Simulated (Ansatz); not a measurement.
## Na₂H₃: competing structures

Theory: DFT PBE, scalar-relativistic, plane waves, PAW in Ansatz 0.2.0. Settings: cutoff 420 eV, Γ-centred meshes no coarser than 0.19 Å⁻¹ for metals and 0.3 Å⁻¹ for insulators (2π included), Gaussian smearing.

These are static lattice energies at zero pressure. Larger cells and other orderings weren't all tried, so the list isn't exhaustive. The k mesh leaves about 4 meV/atom of noise in metals. No run is spin-polarised.

| # | started from | space group | atoms | V (Å³/atom) | ΔE (meV/atom) | gap on mesh (eV) |
| --- | --- | --- | --- | --- | --- | --- |
| 1 | tetradymite type, changed | R-3m (No. 166) | 5 | 11.2 | 0 | 0.00 |
| 2 | corundum type, changed | R-3c (No. 167) | 10 | 13.9 | 180 | 0.00 |

The lowest structure: Space group R-3m (No. 166), trigonal, a = 3.325 Å, c = 17.606 Å. Around Na lie 9 H at 2.38–2.47 Å; H on Wyckoff site a (1 atom of the primitive cell) has 6 Na at 2.38 Å; H on Wyckoff site c (2 atoms of the primitive cell) is coordinated by 3 H at 1.92 Å. Its energy against the elements is 0.16 eV/atom, so it is unstable even against them. The zero of energy is the lowest elemental structures computed at the same level (H₂ as a molecule); no fitted shifts are applied.

```cif
data_structure
_symmetry_space_group_name_H-M 'R-3m:H'
_symmetry_Int_Tables_number 166
_cell_length_a 3.3246
_cell_length_b 3.3246
_cell_length_c 17.6062
_cell_angle_alpha 90.000
_cell_angle_beta 90.000
_cell_angle_gamma 120.000
_cell_volume 168.53
loop_
_atom_site_label
_atom_site_type_symbol
_atom_site_symmetry_multiplicity
_atom_site_Wyckoff_symbol
_atom_site_fract_x
_atom_site_fract_y
_atom_site_fract_z
_atom_site_occupancy
Na1 Na 6 c 0.66667 0.33333 0.74694 1
H1 H 3 a 0.00000 0.00000 0.00000 1
H2 H 6 c 0.33333 0.66667 0.83537 1
```

The second: Space group R-3c (No. 167), trigonal, a = 6.110 Å, c = 12.905 Å. Na has 6 H at 2.25–2.37 Å; around H lie 4 Na at 2.25–2.37 Å.